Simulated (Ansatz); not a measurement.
## Si (I4_1/amd), symmetry broken, then relaxed

Theory: DFT LDA, scalar-relativistic, plane waves, PAW in Ansatz 0.2.0. The runs took a 420 eV cutoff, a Γ-centred 14×14×14 mesh and Gaussian smearing (0.15 eV). No spin polarisation. Energies are free energies at this smearing, counted from the undisturbed cell; pressure is positive in compression.

Reference structure (relaxed at this level; this form isn't the usual structure):

```
Si
1.0
    -2.38242    2.38242    1.30530
     2.38242   -2.38242    1.30530
     2.38242    2.38242   -1.30530
Si
2
Direct
  0.25000 0.75000 0.50000
  0.50000 0.50000 0.00000
```

The atoms are displaced (Å, in the unstrained cell):

```
atom ux uy uz
 Si1   0.031   0.113  -0.049
 Si2  -0.031  -0.113   0.049
```

The cell is strained by (0.0270, 0.0524, -0.0243, 0.1190, -0.1950, -0.0381) (xx, yy, zz, yz, xz, xy; engineering shear). Cell and atoms are then relaxed.

Question: Does the relaxation return to the undisturbed structure?

Answer: No. It ends 0.4 meV/atom below it, nearly level but in another symmetry or volume. The disturbance itself cost 202.9 meV/atom. The final space group reads Imma (tolerance 0.05 Å) and the volume changes by -0.02 %.

Final structure:

```
Si
1.0
    -2.36457    2.38089    1.31726
     2.36649   -2.38139    1.31277
     2.36486    2.38117   -1.31595
Si
2
Direct
  0.24494 0.74495 0.50000
  0.50506 0.50505 0.00000
```

The relaxation, step by step (energy from the first step; small jumps at an unchanged geometry come where the plane waves are selected anew for the new cell):

| step | ΔE (meV/atom) | largest force component (eV/Å) | pressure (GPa) |
| --- | --- | --- | --- |
| 1 | 0.0 | 1.211 | 1.55 |
| 2 | -104.6 | 0.731 | 1.61 |
| 3 | -171.1 | 0.230 | 2.47 |
| 4 | -196.4 | 0.074 | 0.46 |
| 5 | -198.7 | 0.060 | 0.30 |
| 6 | -202.1 | 0.005 | 0.24 |
| 7 | -202.2 | 0.001 | 0.01 |
| 8 | -202.3 | 0.008 | 0.12 |
| 9 | -202.3 | 0.002 | -0.01 |
| 10 | -203.2 | 0.001 | 0.04 |
| 11 | -203.3 | 0.000 | 0.01 |
| 12 | -203.3 | 0.000 | 0.01 |

Frames along the relaxation (Å, eV/Å):

```xyz
2
Lattice="-2.619 2.630 1.648 2.365 -2.475 0.900 2.529 2.384 -1.364" Properties=species:S:1:pos:R:3:forces:R:3 pbc="T T T" step=1
Si    2.417    0.109    0.361   -0.579   -1.211   -0.007
Si   -0.161   -0.038    1.317    0.579    1.211    0.007
2
Lattice="-2.556 2.548 1.500 2.350 -2.500 1.049 2.419 2.378 -1.428" Properties=species:S:1:pos:R:3:forces:R:3 pbc="T T T" step=2
Si    2.337    0.028    0.372   -0.357   -0.731   -0.064
Si   -0.107   -0.053    1.350    0.357    0.731    0.064
2
Lattice="-2.446 2.437 1.379 2.325 -2.452 1.191 2.359 2.381 -1.421" Properties=species:S:1:pos:R:3:forces:R:3 pbc="T T T" step=3
Si    2.286   -0.018    0.424    0.033   -0.230   -0.016
Si   -0.036   -0.029    1.389   -0.033    0.230    0.016
2
Lattice="-2.315 2.427 1.349 2.282 -2.417 1.253 2.342 2.441 -1.331" Properties=species:S:1:pos:R:3:forces:R:3 pbc="T T T" step=4
Si    2.289    0.017    0.463    0.074   -0.039    0.036
Si   -0.001    0.003    1.450   -0.074    0.039   -0.036
2
Lattice="-2.314 2.418 1.326 2.301 -2.421 1.295 2.320 2.427 -1.335" Properties=species:S:1:pos:R:3:forces:R:3 pbc="T T T" step=5
Si    2.298    0.000    0.485    0.052    0.030    0.060
Si    0.003    0.000    1.461   -0.052   -0.030   -0.060
2
Lattice="-2.344 2.404 1.314 2.345 -2.403 1.305 2.346 2.403 -1.313" Properties=species:S:1:pos:R:3:forces:R:3 pbc="T T T" step=6
Si    2.345    0.000    0.597   -0.001    0.005    0.003
Si    0.000    0.001    1.363    0.001   -0.005   -0.003
2
Lattice="-2.349 2.400 1.318 2.349 -2.399 1.306 2.350 2.399 -1.316" Properties=species:S:1:pos:R:3:forces:R:3 pbc="T T T" step=7
Si    2.349    0.000    0.606    0.001    0.000    0.001
Si    0.000    0.001    1.357   -0.001    0.000   -0.001
2
Lattice="-2.356 2.385 1.321 2.356 -2.383 1.308 2.361 2.387 -1.317" Properties=species:S:1:pos:R:3:forces:R:3 pbc="T T T" step=8
Si    2.357    0.002    0.630    0.008    0.005   -0.002
Si    0.001    0.001    1.337   -0.008   -0.005    0.002
2
Lattice="-2.364 2.384 1.318 2.364 -2.384 1.308 2.365 2.384 -1.315" Properties=species:S:1:pos:R:3:forces:R:3 pbc="T T T" step=9
Si    2.364    0.000    0.636    0.001    0.000    0.002
Si    0.000    0.000    1.331   -0.001    0.000   -0.002
2
Lattice="-2.364 2.384 1.318 2.364 -2.384 1.308 2.365 2.384 -1.315" Properties=species:S:1:pos:R:3:forces:R:3 pbc="T T T" step=10
Si    2.364    0.000    0.636    0.001    0.000    0.001
Si    0.000    0.000    1.331   -0.001    0.000   -0.001
2
Lattice="-2.365 2.381 1.317 2.366 -2.381 1.313 2.365 2.381 -1.316" Properties=species:S:1:pos:R:3:forces:R:3 pbc="T T T" step=11
Si    2.366    0.000    0.643    0.000    0.000    0.000
Si    0.001    0.000    1.328    0.000    0.000    0.000
2
Lattice="-2.365 2.381 1.317 2.366 -2.381 1.313 2.365 2.381 -1.316" Properties=species:S:1:pos:R:3:forces:R:3 pbc="T T T" step=12
Si    2.366    0.000    0.643    0.000    0.000    0.000
Si    0.001    0.000    1.328    0.000    0.000    0.000
```